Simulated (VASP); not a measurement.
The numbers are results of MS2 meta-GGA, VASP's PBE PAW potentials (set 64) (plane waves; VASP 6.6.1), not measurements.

A VASP calculation is set up with these files.

### POSCAR
```
BaF2
1
    0.0000000000     3.1705381583     3.1705381583
    3.1705381583     0.0000000000     3.1705381583
    3.1705381583     3.1705381583     0.0000000000
Ba F
1 2
Direct
  0.0000000000   0.0000000000   0.0000000000
  0.2500000000   0.2500000000   0.2500000000
  0.7500000000   0.7500000000   0.7500000000
```

INCAR:
```
LWAVE=.FALSE.
ISIF=2
LCHARG=.FALSE.
ALGO=Normal
ENCUT=520
SYSTEM=BaF2
LMAXMIX=4
NELM=100
ISMEAR=0   ! Gaussian
PREC=Accurate
LREAL=.FALSE.   ! projection in real space or not
EDIFF=1E-7   ! SCF stop (eV)
LASPH=.TRUE.   ! aspherical one-centre terms
METAGGA=MS2
LMIXTAU=.TRUE.
SIGMA=0.05   ! width (eV)
```

KPOINTS:
```
K-points
0
Gamma
  6 6 6
0 0 0
```

POTCAR, in this order: Ba_sv F (PBE.64 set). Program: vasp_std.

The run wrote:

File OSZICAR:
```
       N       E                     dE             d eps       ncg     rms          rms(c)
DAV:   1     0.137940274673E+03    0.13794E+03   -0.12573E+04   520   0.132E+03
DAV:   2    -0.212884345517E+02   -0.15923E+03   -0.15789E+03   640   0.290E+02
DAV:   3    -0.269335030420E+02   -0.56451E+01   -0.56410E+01   680   0.625E+01
DAV:   4    -0.269819935653E+02   -0.48491E-01   -0.48484E-01   632   0.490E+00
DAV:   5    -0.269832169986E+02   -0.12234E-02   -0.12234E-02   680   0.522E-01    0.807E+00
DAV:   6    -0.189685155256E+02    0.80147E+01   -0.69110E+00   760   0.253E+01    0.295E+00
DAV:   7    -0.200127595496E+02   -0.10442E+01   -0.10821E+01   512   0.385E+01    0.419E+00
DAV:   8    -0.199802206955E+02    0.32539E-01   -0.14681E-01   672   0.332E+00    0.430E+00
DAV:   9    -0.215214844775E+02   -0.15413E+01   -0.25317E-01   568   0.332E+00    0.381E+00
DAV:  10    -0.164083878386E+02    0.51131E+01   -0.34124E+00   632   0.176E+01    0.482E+00
DAV:  11    -0.187262032578E+02   -0.23178E+01   -0.23496E+00   600   0.120E+01    0.886E+00
DAV:  12    -0.192218080370E+02   -0.49560E+00   -0.36383E-01   720   0.513E+00    0.104E+01
DAV:  13    -0.191745047393E+02    0.47303E-01   -0.84033E-02   560   0.388E+00    0.109E+01
DAV:  14    -0.194980095988E+02   -0.32350E+00   -0.22697E+00   560   0.140E+01    0.153E+01
DAV:  15    -0.190407164272E+02    0.45729E+00   -0.22388E-01   512   0.494E+00    0.144E+01
DAV:  16    -0.191745435457E+02   -0.13383E+00   -0.58001E-02   512   0.329E+00    0.144E+01
DAV:  17    -0.191236018752E+02    0.50942E-01   -0.92606E-03   512   0.123E+00    0.145E+01
DAV:  18    -0.174136472165E+02    0.17100E+01   -0.21257E+00   584   0.988E+00    0.924E+00
DAV:  19    -0.165552332117E+02    0.85841E+00   -0.23528E+00   584   0.102E+01    0.376E+00
DAV:  20    -0.163333248392E+02    0.22191E+00   -0.52564E-01   672   0.544E+00    0.127E+00
DAV:  21    -0.162507297779E+02    0.82595E-01   -0.23787E-01   608   0.343E+00    0.338E-01
DAV:  22    -0.163248285010E+02   -0.74099E-01   -0.10433E-01   560   0.327E+00    0.700E-01
DAV:  23    -0.163449167626E+02   -0.20088E-01   -0.15982E-02   512   0.165E+00    0.670E-01
DAV:  24    -0.163394708275E+02    0.54459E-02   -0.13991E-02   568   0.110E+00    0.330E-01
DAV:  25    -0.163410317537E+02   -0.15609E-02   -0.22721E-03   560   0.494E-01    0.253E-01
DAV:  26    -0.163401900605E+02    0.84169E-03   -0.28035E-03   520   0.485E-01    0.121E-01
DAV:  27    -0.163400051540E+02    0.18491E-03   -0.12461E-03   584   0.298E-01    0.286E-02
DAV:  28    -0.163401821478E+02   -0.17699E-03   -0.65807E-04   528   0.252E-01    0.316E-02
DAV:  29    -0.163401747205E+02    0.74273E-05   -0.23693E-05   672   0.552E-02    0.289E-02
DAV:  30    -0.163401544935E+02    0.20227E-04   -0.58004E-05   512   0.855E-02    0.129E-02
DAV:  31    -0.163401710952E+02   -0.16602E-04   -0.16466E-05   520   0.335E-02    0.472E-03
DAV:  32    -0.163401764405E+02   -0.53453E-05   -0.30066E-06   672   0.188E-02    0.425E-03
DAV:  33    -0.163401758802E+02    0.56030E-06   -0.40192E-07   616   0.646E-03    0.321E-03
DAV:  34    -0.163401755607E+02    0.31947E-06   -0.43235E-07   544   0.482E-03    0.162E-03
DAV:  35    -0.163401758251E+02   -0.26441E-06   -0.13312E-07   384   0.396E-03    0.688E-04
DAV:  36    -0.163401758025E+02    0.22641E-07   -0.46039E-08   256   0.206E-03
   1 F= -.16340176E+02 E0= -.16340176E+02  d E =-.100049E-15
```

### OUTCAR
```
------------------------ aborting loop because EDIFF is reached ----------------------------------------
  FORCE on cell =-STRESS in cart. coord.  units (eV):
  Direction    XX          YY          ZZ          XY          YZ          ZX
  --------------------------------------------------------------------------------------
  Total       -1.2167813     -1.2167813     -1.2167813      0.0000000      0.0000000     -0.0000000
  in kB      -30.5839922    -30.5839922    -30.5839922      0.0000000      0.0000000     -0.0000000
  external PRESSURE =     -30.5839922 kB  Pullay stress =       0.0000000 kB
  volume of cell :       63.74
      direct lattice vectors                 reciprocal lattice vectors
     0.000000000  3.170538158  3.170538158    -0.157701934  0.157701934  0.157701934
     3.170538158  0.000000000  3.170538158     0.157701934 -0.157701934  0.157701934
     3.170538158  3.170538158  0.000000000     0.157701934  0.157701934 -0.157701934
 POSITION                                       TOTAL-FORCE (eV/Angst)
 -----------------------------------------------------------------------------------
      0.00000      0.00000      0.00000        -0.000000      0.000000     -0.000000
      1.58527      1.58527      1.58527        -0.000000     -0.000000     -0.000000
      4.75581      4.75581      4.75581         0.000000      0.000000      0.000000
 -----------------------------------------------------------------------------------
    total drift:                                0.000000      0.000000      0.000000
  FREE ENERGIE OF THE ION-ELECTRON SYSTEM (eV)
  ---------------------------------------------------
  free  energy   TOTEN  =       -16.3401758025 eV

  energy  without entropy=      -16.3401758025  energy(sigma->0) =      -16.34017580
```
(Selected blocks of OUTCAR.)

OUTCAR:
```
 val. band max:       -2.5917640020   @ k =  -0.1667   0.1667   0.0000

 cond. band min:       4.2300948101   @ k =   0.0000   0.0000   0.0000


 Fermi energy:        -2.3161289754

 k-point     1 :       0.0000    0.0000    0.0000
  band No.  band energies     occupation
      1     -26.2879      2.00000
      2     -22.9925      2.00000
      3     -22.9135      2.00000
      4     -11.0133      2.00000
      5     -11.0133      2.00000
      6     -11.0133      2.00000
      7      -3.8644      2.00000
      8      -3.8644      2.00000
      9      -3.8644      2.00000
     10      -2.6351      2.00000
     11      -2.6350      2.00000
     12      -2.6350      2.00000
     13       4.2301      0.00000
     14       6.6768      0.00000
     15       6.6768      0.00000
     16       8.7593      0.00000

 k-point     2 :       0.1667    0.0000    0.0000
  band No.  band energies     occupation
      1     -26.2432      2.00000
      2     -23.0116      2.00000
      3     -22.9633      2.00000
      4     -11.0522      2.00000
      5     -11.0429      2.00000
      6     -11.0429      2.00000
      7      -3.7680      2.00000
      8      -3.7679      2.00000
      9      -3.6348      2.00000
     10      -2.7937      2.00000
     11      -2.6727      2.00000
     12      -2.6727      2.00000
     13       4.7846      0.00000
     14       6.6545      0.00000
     15       6.6545      0.00000
     16       8.4634      0.00000

 k-point     3 :       0.3333    0.0000    0.0000
  band No.  band energies     occupation
      1     -26.1485      2.00000
      2     -23.0991      2.00000
      3     -23.0198      2.00000
      4     -11.1229      2.00000
      5     -11.1005      2.00000
      6     -11.1005      2.00000
      7      -3.5837      2.00000
      8      -3.5837      2.00000
      9      -3.1681      2.00000
     10      -3.0479      2.00000
     11      -2.7349      2.00000
     12      -2.7348      2.00000
     13       5.8533      0.00000
...
```

Unless said otherwise, spin-orbit coupling is left out, though it shifts the bands of the heavy elements here.

The compound is BaF2 in the fluorite structure. This cell is one point of a volume scan, at 1.06 of the reference volume.
